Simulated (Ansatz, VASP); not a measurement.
# Two plane-wave programs on Ba

The input INCAR:

```
SYSTEM = Ba
  PREC = Accurate
  ENCUT = 520
  EDIFF = 1E-7
  ISMEAR = 0
  SIGMA = 0.1
  LREAL = .FALSE.
  LASPH = .TRUE.
  NELM = 60
  ALGO = Normal
  ISIF = 2
  LWAVE = .FALSE.
  LCHARG = .TRUE.
  GGA = PE
  LELF = .TRUE.
  LVHAR = .TRUE.
  NBANDS = 17
```

Contents of KPOINTS:

```
regular mesh
0
G
  6 6 4
  0 0 0
```

The input POSCAR:

```
Ba
1.0
    4.3095435032      0.0000000000      0.0000000000
   -2.1547717516      3.7321741525      0.0000000000
    0.0000000000      0.0000000000      6.9110690002
Ba
2
Direct
    0.3333333333      0.6666666667      0.2500000000
    0.6666666667      0.3333333333      0.7500000000
```

Input for Ansatz:

```yaml
crystal:
  lattice:
    - [4.3103044524, 0.0, 0.0]
    - [-2.1551522262, 3.7328331538, 0.0]
    - [0.0, 0.0, 6.9076876258]
  atoms:
    - { symbol: Ba, position: [0.3333333333, 0.6666666667, 0.25] }
    - { symbol: Ba, position: [0.6666666667, 0.3333333333, 0.75] }
basis:
  ecutwfc: 420
kpoints:
  mp_grid: { grid: [6, 6, 4] }
hamiltonian:
  xc: pbe
scf:
  occupations: { method: gaussian, width: 0.1 }
output:
  forces: true
  stress: true
  eigenvalues: true
```

Alike in both runs: task single point; functional PBE; k mesh 6 × 6 × 4; occupations gaussian, width 0.1 eV; no spin polarisation.

```csv
,VASP,Ansatz
version,VASP 6.6.1,Ansatz 0.2.0
potentials or method,"VASP PAW PBE potentials, release 64 (Ba_sv)","scalar-relativistic, plane waves, PAW"
plane-wave cutoff (eV),520,420
valence electrons in the cell,20,20
```

VASP gave:

* gap on the k mesh at the Fermi level (eV): none
* pressure (GPa): 1.4
* largest component of the traceless stress (GPa): 0.37

Estimate Ansatz's values.

gap on the k mesh at the Fermi level (eV): none; pressure (GPa): 1.3; largest component of the traceless stress (GPa): 0.37.

A gap of «none» marks a metal or a gap that the smearing closes.

Spin-orbit coupling is left out, which matters for the levels of Ba.
